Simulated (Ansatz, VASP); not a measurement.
# GaSb: VASP beside Ansatz

```xyz
4
Lattice="3.9814 0.0000 0.0000 -1.9907 3.4480 0.0000 0.0000 0.0000 6.9477" Properties=species:S:1:pos:R:3 pbc="T T T"
Ga    0.0000    0.0000    0.0000
Ga    0.0000    0.0000    3.4738
Sb    0.0000    2.2987    1.7369
Sb    1.9907    1.1493    5.2107
```

Alike in both runs: task single point; functional r2SCAN; k mesh 6 × 6 × 4; occupations gaussian, width 0.5 eV; no spin polarisation.

|  | VASP | Ansatz |
| --- | --- | --- |
| version | VASP 6.6.1 | Ansatz 0.2.0 |
| potentials or method | VASP PAW PBE potentials, release 64 (Ga_d, Sb) | plane waves |
| plane-wave cutoff (eV) | 520 | 500 |
| valence electrons in the cell | 36 | 56 |

```csv
,VASP,Ansatz,Ansatz less VASP
pressure (GPa),0.3,0.3,-0.07
largest component of the traceless stress (GPa),0.07,0.05,-0.018
```

The two sets of potentials don't hold the same shells in valence.

Caveats: the PAW data sets were made with another functional, which shifts forces and pressure a little (VASP). The runs have no spin-orbit coupling, so splittings on Sb are missing.
